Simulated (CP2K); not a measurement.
# Al2Pt (Fm-3m) in CP2K: equation of state, part 2 of 2

CP2K 2026.2. The steps go on from the part before.

## (6) Single point, PBE, 17.89 Å³/atom (volume scaled by 1.04)

File al2pt_eos.inp:

```
&GLOBAL
  PROJECT al2pt_eos
  RUN_TYPE ENERGY_FORCE
  PRINT_LEVEL LOW
&END GLOBAL
&FORCE_EVAL
  METHOD QS
  STRESS_TENSOR ANALYTICAL
  &DFT
    BASIS_SET_FILE_NAME BASIS_MOLOPT_UZH
    POTENTIAL_FILE_NAME POTENTIAL_UZH
    WFN_RESTART_FILE_NAME previous-RESTART.kp
    &MGRID
      CUTOFF 450
      REL_CUTOFF 60
      NGRIDS 4
    &END MGRID
    &QS
      METHOD GPW
      EPS_DEFAULT 1.0E-10
    &END QS
    &KPOINTS
      SCHEME MONKHORST-PACK 8 8 8
      GAMMA_CENTERED T
      SYMMETRY T
      SYMMETRY_BACKEND SPGLIB
    &END KPOINTS
    &SCF
      SCF_GUESS RESTART
      EPS_SCF 1.0E-6
      MAX_SCF 100
      ADDED_MOS 15
      CHOLESKY OFF
      EPS_EIGVAL 1.0E-7
      &DIAGONALIZATION ON
        ALGORITHM STANDARD
      &END DIAGONALIZATION
      &MIXING ON
        METHOD BROYDEN_MIXING
        ALPHA 0.4
        BETA 1.5
        NBUFFER 8
      &END MIXING
      &SMEAR ON
        METHOD FERMI_DIRAC
        ELECTRONIC_TEMPERATURE [K] 580.226
      &END SMEAR
    &END SCF
    &XC
      &XC_FUNCTIONAL PBE
      &END XC_FUNCTIONAL
    &END XC
    &PRINT
      &KPOINTS ON
      &END KPOINTS
      &MULLIKEN ON
      &END MULLIKEN
      &MO ON
        ENERGIES T
        OCCUPATION_NUMBERS T
        &EACH
          QS_SCF 0
        &END EACH
        ADD_LAST NUMERIC
      &END MO
    &END PRINT
  &END DFT
  &SUBSYS
    &CELL
      A 4.2339942395 0.0000000000 0.0000000000
      B 2.1169971198 3.6667465710 0.0000000000
      C 2.1169971198 1.2222488570 3.4570418202
      PERIODIC XYZ
    &END CELL
    &COORD
      SCALED
      Pt  0.0000000000 0.0000000000 0.0000000000
      Al  0.7500000000 0.7500000000 0.7500000000
      Al  0.2500000000 0.2500000000 0.2500000000
    &END COORD
    &KIND Pt
      BASIS_SET TZVP-MOLOPT-PBE-GTH-q18
      POTENTIAL GTH-PBE-q18
    &END KIND
    &KIND Al
      BASIS_SET TZVP-MOLOPT-PBE-GTH-q3
      POTENTIAL GTH-PBE-q3
    &END KIND
    &PRINT
      &ATOMIC_COORDINATES ON
      &END ATOMIC_COORDINATES
      &CELL ON
      &END CELL
    &END PRINT
  &END SUBSYS
  &PRINT
    &FORCES ON
    &END FORCES
    &STRESS_TENSOR ON
    &END STRESS_TENSOR
  &END PRINT
&END FORCE_EVAL
```

Potentials or basis: POTENTIAL_UZH Pt GTH-PBE-q18, Al GTH-PBE-q3; TZVP-MOLOPT-PBE-GTH basis.

Started as:

```bash
$ OMP_NUM_THREADS=1 cp2k.psmp -i al2pt_eos.inp -o al2pt_eos.out
```

al2pt_eos.out:

```text

 CP2K| version string:                                       CP2K version 2026.2
 CP2K| Input file name                                             al2pt_eos.inp

 GLOBAL| Force Environment number                                              1
 GLOBAL| Basis set file name                                    BASIS_MOLOPT_UZH
 GLOBAL| Potential file name                                       POTENTIAL_UZH
 GLOBAL| MM Potential file name                                     MM_POTENTIAL
 GLOBAL| Coordinate file name                                      __STD_INPUT__
 GLOBAL| Method name                                                        CP2K
 GLOBAL| Project name                                                  al2pt_eos
 GLOBAL| Run type                                                   ENERGY_FORCE
 GLOBAL| FFT library                                                       FFTW3
[... 6 lines left out ...]
 GLOBAL| Total number of message passing processes                             1
 GLOBAL| Number of threads for this process                                    1
 GLOBAL| CPU model name                          AMD EPYC 7R43 64-Core Processor

[... 636 lines left out ...]

 !-----------------------------------------------------------------------------!

 ENERGY| Total FORCE_EVAL ( QS ) energy [hartree]           -124.449122472660704

 FORCES| Atomic forces [hartree/bohr]
 FORCES|   Atom     x               y               z               |f|
 FORCES|      1  7.01674077E-11  3.73700544E-09 -1.94280640E-09   4.21243752E-09
 FORCES|      2 -8.63582778E-10 -8.10334749E-09 -7.06426271E-09   1.07848887E-08
 FORCES|      3  7.93093847E-10  4.36570369E-09  9.00693579E-09   1.00405806E-08
 FORCES| Sum    -3.21523446E-13 -6.38361779E-13 -1.33323792E-13
 FORCES| Total atomic force                                       7.27088936E-13

 STRESS| Analytical stress tensor [bar]
 STRESS|                        x                   y                   z
 STRESS|      x       -2.69239835168E+04  -7.50222816289E-02  -1.64915122285E-02
 STRESS|      y       -7.50222816289E-02  -2.69237242706E+04   4.45085155593E-02
 STRESS|      z       -1.64915122285E-02   4.45085155593E-02  -2.69229941760E+04
 STRESS| 1/3 Trace                                            -2.69235673211E+04
 STRESS| Determinant                                          -1.95163144758E+13

 STRESS| Eigenvectors and eigenvalues of the analytical stress tensor [bar]
 STRESS|                        1                   2                   3
 STRESS| Eigenvalues  -2.69240036810E+04  -2.69237072579E+04  -2.69229910246E+04
 STRESS|      x           0.965957289350     -0.257821350496     -0.021322907403
 STRESS|      y           0.258664586196      0.963926974295      0.062748865130
 STRESS|      z           0.004375728467     -0.066128204690      0.997801540160
```

Wall time 1.9 min (1 thread of AMD EPYC 7R43 (Zen 3), shared host); peak memory 0.42 GiB.

What came out:

```yaml
Free_energy: -3386.4328 eV
Pressure: -2.7 GPa
Band_gap_on_the_k_mesh: none (metal or under the smearing width)
Mulliken_charges: Pt -0.69; Al +0.35 e
```

Caveat: Mulliken charges move with the basis; the basis of atomic orbitals isn't converged, which shifts pressures, moduli and gaps.

## (7) Single point, PBE, 16.17 Å³/atom (volume scaled by 0.94)

Changes to al2pt_eos.inp since step 6:

```diff
@@ -69,5 +69,5 @@
     &CELL
-      A 4.2339942395 0.0000000000 0.0000000000
-      B 2.1169971198 3.6667465710 0.0000000000
-      C 2.1169971198 1.2222488570 3.4570418202
+      A 4.0936914031 0.0000000000 0.0000000000
+      B 2.0468457016 3.5452407504 0.0000000000
+      C 2.0468457016 1.1817469168 3.3424850340
       PERIODIC XYZ
```

Started as:

```bash
$ OMP_NUM_THREADS=1 cp2k.psmp -i al2pt_eos.inp -o al2pt_eos.out
```

Run time: 2.1 min. Hardware: 1 thread of AMD EPYC 7R43 (Zen 3), shared host; peak memory 0.41 GiB.

It converged, with:

| Property | Result |
| --- | --- |
| Free energy | -3386.3005 eV |
| Pressure | 12.2 GPa |
| Band gap on the k mesh | none (metal or under the smearing width) |
| Mulliken charges | Pt -0.69; Al +0.35 e |

Caveat: Mulliken charges move with the basis; the basis of atomic orbitals isn't converged, which shifts pressures, moduli and gaps.

## (8) Single point, PBE, 18.23 Å³/atom (volume scaled by 1.06)

Changes to al2pt_eos.inp since step 7:

```diff
@@ -69,5 +69,5 @@
     &CELL
-      A 4.0936914031 0.0000000000 0.0000000000
-      B 2.0468457016 3.5452407504 0.0000000000
-      C 2.0468457016 1.1817469168 3.3424850340
+      A 4.2609630828 0.0000000000 0.0000000000
+      B 2.1304815414 3.6901022744 0.0000000000
+      C 2.1304815414 1.2300340914 3.4790617886
       PERIODIC XYZ
```

Started as:

```bash
$ OMP_NUM_THREADS=1 cp2k.psmp -i al2pt_eos.inp -o al2pt_eos.out
```

Run time: 1.9 min. Hardware: 1 thread of AMD EPYC 7R43 (Zen 3), shared host; peak memory 0.42 GiB.

The run converged. Its results:

| Property | Result |
| --- | --- |
| Free energy | -3386.4085 eV |
| Pressure | -4.8 GPa |
| Band gap on the k mesh | none (metal or under the smearing width) |
| Mulliken charges | Pt -0.69; Al +0.35 e |

Caveat: Mulliken charges move with the basis; the basis of atomic orbitals isn't converged, which shifts pressures, moduli and gaps.

## (9) Equation of state, PBE

Potentials or basis: POTENTIAL_UZH Pt GTH-PBE-q18, Al GTH-PBE-q3; TZVP-MOLOPT-PBE-GTH basis.

This step only gathers the single runs of the series.

What came out:

```
Equilibrium volume                      : 17.50 Å³/atom
Bulk modulus                            : 130 GPa
Pressure derivative of the bulk modulus : 4.4
```

Energy against volume, from the lowest point:
| volume (Å³/atom) | energy (meV/atom) |
| --- | --- |
| 16.170 | 47.38 |
| 16.514 | 25.11 |
| 16.858 | 10.28 |
| 17.202 | 2.13 |
| 17.546 | 0.00 |
| 17.890 | 3.27 |
| 18.234 | 11.39 |

Caveat: the basis of atomic orbitals isn't converged, which shifts pressures, moduli and gaps. PBE usually gives volumes a little too large and moduli too small.
